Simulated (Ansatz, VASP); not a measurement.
## Fe in VASP and in Ansatz

```
CELL_PARAMETERS angstrom
2.44405 0.00000 0.00000
0.00000 2.44405 0.00000
0.00000 0.00000 2.44405
ATOMIC_POSITIONS crystal
Fe 0.00000 0.00000 0.00000
```

Alike in both runs: task single point; functional r2SCAN; k mesh 15 × 15 × 15; occupations fermi-dirac, width 0.05 eV; collinear spin.

```csv
,VASP,Ansatz
version,VASP 6.6.1,Ansatz 0.2.0
potentials or method,"VASP PAW PBE potentials, release 64 (Fe)","plane waves (500 eV) with PAW, scalar-relativistic"
plane-wave cutoff (eV),520,500
valence electrons in the cell,8,16
```

|  | VASP | Ansatz | Ansatz less VASP |
| --- | --- | --- | --- |
| pressure (GPa) | -4.1 | -3.7 | +0.34 |
| net moment per atom (μB) | 2.95 | 2.96 | +0.010 |
| size of the moment on the site where the two differ most (μB) | 2.97 | 2.98 | +0.008 |

Site moments also hang on the region over which each program counts them. The two sets of potentials don't hold the same shells in valence. Ansatz warned: «stability_check_not_made».

Caveats: the PAW data sets were made with another functional, which shifts forces and pressure a little (VASP).
